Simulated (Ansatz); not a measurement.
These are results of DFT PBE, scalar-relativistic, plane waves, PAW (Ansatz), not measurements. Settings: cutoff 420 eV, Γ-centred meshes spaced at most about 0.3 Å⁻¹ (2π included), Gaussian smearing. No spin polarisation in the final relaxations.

These are static total energies at zero pressure. Lower structures may exist.

**Question.** Order these relaxed structures of AlN by energy, lowest first, with the energy over the lowest of them.
A. Space group F-43m (No. 216), cubic, a = 4.403 Å. Al is surrounded by 4 N at 1.91 Å; around N lie 4 Al at 1.91 Å.
B. Space group P6_3/mmc (No. 194), hexagonal, a = 3.314 Å, c = 4.187 Å. Al has 3 N at 1.91 Å and 2 N at 2.09 Å; N is surrounded by 3 Al at 1.91 Å and 2 Al at 2.09 Å.
C. Space group Fm-3m (No. 225), cubic, a = 4.070 Å. Around Al lie 6 N at 2.04 Å; N is surrounded by 6 Al at 2.04 Å.
D. Space group P6_3mc (No. 186), hexagonal, a = 3.130 Å, c = 5.018 Å. Around Al lie 4 N at 1.90–1.91 Å; around N lie 4 Al at 1.90–1.91 Å.

**Answer.** D (0 meV/atom), A (21 meV/atom), B (114 meV/atom), C (169 meV/atom). Forms: D wurtzite type, P6_3mc; A zinc blende type, F-43m; B P6_3/mmc; C rock salt type, Fm-3m. Counting N atoms around Al (those within 1.25 times the shortest such distance or 1.15 times the sum of covalent radii; a plus sign parts nearer from farther groups): D has Al 4; A has Al 4; B has Al 3+2; C has Al 6.

The P6_3mc cell at 10.6 Å³/atom was relaxed from a cell as deposited in COD. The F-43m cell at 10.7 Å³/atom was relaxed from a Materials Project cell. The P6_3/mmc cell at 10.0 Å³/atom was relaxed from a Materials Project cell. The Fm-3m cell at 8.4 Å³/atom was relaxed from a cell as deposited in COD.

Some structure types and database cells were kept out of the candidates from the start, so a known form may be missing.
